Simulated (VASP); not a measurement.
Here is a VASP 6.6.1 calculation.

Contents of INCAR:

```
SYSTEM = KF
ALGO     = Fast           ! electronic algorithm
EDIFF    = 1E-8           ! SCF threshold, eV
ENCUT    = 520            ! plane-wave cutoff, eV
GGA      = PE             ! functional
ISIF     = 2              ! what is computed and relaxed
ISMEAR   = -1             ! smearing method
LASPH    = .True.         ! aspherical terms in the spheres
LCHARG   = .False.        ! write CHGCAR
LEFG     = .True.       
LREAL    = .False.        ! projectors in reciprocal space
LWAVE    = .False.        ! write WAVECAR
NBANDS   = 15             ! bands
NELM     = 100            ! most SCF steps
PREC     = Accurate       ! precision mode
SIGMA    = 0.08           ! smearing width, eV
```

File KPOINTS:

```
k-points
0
Gamma
  16 16 16
  0 0 0
```

Contents of POSCAR:

```
KF
1.0
    0.0135494381      2.7098876288      2.7098876288
    2.7098876288      0.0135494381      2.7098876288
    2.7234370670      2.7234370670      0.0000000000
K F
1 1
Direct
    0.0000000000      0.0000000000      0.0000000000
    0.5000000000      0.5000000000      0.5000000000
```

Potentials or basis: VASP PAW PBE potentials, release 64 (K_sv, F).

Command:

```console
$ cat potpaw_PBE.64/K_sv/POTCAR potpaw_PBE.64/F/POTCAR > POTCAR
$ mpirun -np 1 vasp_std > vasp.out
```

Task: Predict the band gap on the k mesh.

Result: 5.94 eV, direct.

Task: Predict the pressure.

Result: 0.0 GPa.

Electric field gradients, principal values (V/Å²):
| atom | Vxx | Vyy | Vzz |
| --- | --- | --- | --- |
| 1 K | -0.009 | -0.956 | 0.964 |
| 2 F | 0.002 | 0.341 | -0.344 |

A k mesh can miss the band edges.
